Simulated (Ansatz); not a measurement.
InAs:

```xyz
2
Lattice="0.0000 2.8773 2.8773 2.8773 0.0000 2.8773 2.8773 2.8773 0.0000" Properties=species:S:1:pos:R:3 pbc="T T T"
In    2.8773    2.8773    2.8773
As    0.0000    0.0000    0.0000
```

Measurements of this composition are mostly on another form, of space group No. 216.

- Program: Ansatz 0.2.0
- Task: relaxation of cell and atoms
- Functional: PBE
- Dispersion: D4
- Potentials or basis: Ansatz PAW
- Cutoff: 420 eV (not typed: the program's choice for these potentials)
- k mesh: 8 × 8 × 8
- Occupations: fermi-dirac, width 0.05 eV
- Spin: no spin polarisation

At the start: volume 23.82 Å³/atom.

How do energy, volume and symmetry change on relaxing?

It ends after 5 steps and the volume is 22.82 Å³/atom (-4.2 %); space group Fm-3m (No. 225, to 0.05 Å).

Step by step:
```
step  energy change (eV)  largest force (eV/Å)  volume (Å³)
   1              0.0000                0.0000        47.64
   2             -0.0097                0.0000        44.32
   3             -0.0179                0.0000        45.75
   4             -0.0180                0.0000        45.64
   5             -0.0175                0.0000        45.64
```

Final structure:
```xyz
2
Lattice="0.0000 2.8364 2.8364 2.8364 0.0000 2.8364 2.8364 2.8364 0.0000" Properties=species:S:1:pos:R:3 pbc="T T T"
In    2.8364    2.8364    2.8364
As    0.0000    0.0000    0.0000
```

Caveat: the plane-wave basis is chosen anew once the cell has moved, so the energies of steps on either side of that aren't comparable; pairwise dispersion overbinds metals, which lowers pressure and volume.
